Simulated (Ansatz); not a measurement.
# TiO2: the cost of one run

All numbers below are computed with Ansatz 0.2.0 (DFT PBE, scalar-relativistic, plane waves, PAW).

**1. Starting point**

The cell holds 18 atoms (O12Ti6): a = 5.969 Å, b = 6.077 Å, c = 5.962 Å, α = 91.03°, β = 92.39°, γ = 91.22°.

It is the last frame of an earlier stage of the same melt, run at 2450 K.

Its coordinates follow in the input file.

**2. Dynamics at 1360 K**

One k point, a Fermi-Dirac width of 0.117 eV and a fixed cell.

Input file input.yaml:

```yaml
crystal:
  lattice:
    - [5.967823, -0.064688, -0.124811]
    - [-0.064688, 6.076315, -0.054889]
    - [-0.124811, -0.054889, 5.960406]
  atoms:
    - { symbol: Ti, position: [0.9345080865, 0.1947272095, 0.9022029398] }
    - { symbol: Ti, position: [0.4977427726, 0.8168808901, 0.6976638352] }
    - { symbol: Ti, position: [0.960231319, 0.5664669993, 0.611531874] }
    - { symbol: Ti, position: [0.6618895012, 0.5252027265, 0.1864205946] }
    - { symbol: Ti, position: [0.0701195391, 0.0688809109, 0.4216371923] }
    - { symbol: Ti, position: [0.5235828925, 0.0323020145, 0.1434882167] }
    - { symbol: O, position: [0.9399303262, 0.9616644198, 0.6785838901] }
    - { symbol: O, position: [0.4641140149, 0.3110356162, 0.2031704074] }
    - { symbol: O, position: [0.1624949005, 0.3590315517, 0.7431666863] }
    - { symbol: O, position: [0.9111365039, 0.3645820741, 0.3572004721] }
    - { symbol: O, position: [0.7767627554, 0.9546837902, 0.2970065931] }
    - { symbol: O, position: [0.2135003858, 0.6972044752, 0.545541841] }
    - { symbol: O, position: [0.637661552, 0.0403622679, 0.8702213188] }
    - { symbol: O, position: [0.176440776, 0.0658501082, 0.1030880156] }
    - { symbol: O, position: [0.6318997963, 0.6354329213, 0.4764648411] }
    - { symbol: O, position: [0.3701955145, 0.0309441548, 0.4970199662] }
    - { symbol: O, position: [0.4520163523, 0.6789553799, 0.9621389475] }
    - { symbol: O, position: [0.7784251557, 0.4336029, 0.9018796361] }
  symmetry: { detect: false }
basis:
  ecutwfc: 420
  xc_grid: 1
kpoints:
  mp_grid: { grid: [1, 1, 1], shift: [0.0, 0.0, 0.0] }
hamiltonian:
  xc: pbe
scf:
  occupations: { method: fermi_dirac, width: 0.1172 }
  lower_state_search: "off"
  convergence: { dr2_threshold: 1.0e-05 }
output:
  forces: true
  stress: true
md:
  timestep: 2.0
  n_steps: 250
  ensemble: nvt_langevin
  friction: 0.03
  temperature: 1360.0
  initial_velocities: maxwell_boltzmann
  seed: 37117
```

The run is started by

```bash
$ ansatz run input.yaml --threads 2 --pin off --max-ram 5120MiB --backend cpu --events-out ev --progress --plain --runs-dir out
```

Q: Estimate wall time and peak memory on 2 threads of AMD EPYC 9R45 (Zen 5), shared host.

About 60 s, with a peak of 0.42 GiB.
